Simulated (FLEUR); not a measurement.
The system is GaN.

```xyz
4
Lattice="3.1800 0.0000 0.0000 -1.5900 2.7540 0.0000 0.0000 0.0000 5.1660" Properties=species:S:1:pos:R:3 pbc="T T T"
Ga    1.5900    0.9180    2.5830
Ga    0.0000    1.8360    0.0000
N     1.5900    0.9180    4.5203
N     0.0000    1.8360    1.9373
```

Base run:

```yaml
Program: FLEUR MaX-R8.1 (later development tree)
Functional: LDA
Potentials_or_basis: all-electron
Basis: FLAPW
Kmax: 5.1 1/bohr
k_mesh: 10 × 10 × 5
Occupations: fermi-dirac, width 0.05 eV
Spin: no spin polarisation
```

Its results: band gap on the k mesh 1.98 eV, direct.

Task: After a change of settings the same cell gave: band gap on the k mesh 2.41 eV, direct. Which change was it?
A. functional from LDA to r2SCAN
B. functional from LDA to RPBE
C. functional from LDA to PBEsol

Result: A.

r2SCAN gives the wider gap, since meta-GGAs in the generalised Kohn-Sham scheme recover part of the derivative discontinuity.

Caveats: the meta-GGA is that of a development version, with a GGA for the radial functions and cores and without core tails (some runs).

Not every run made on this cell is shown here.
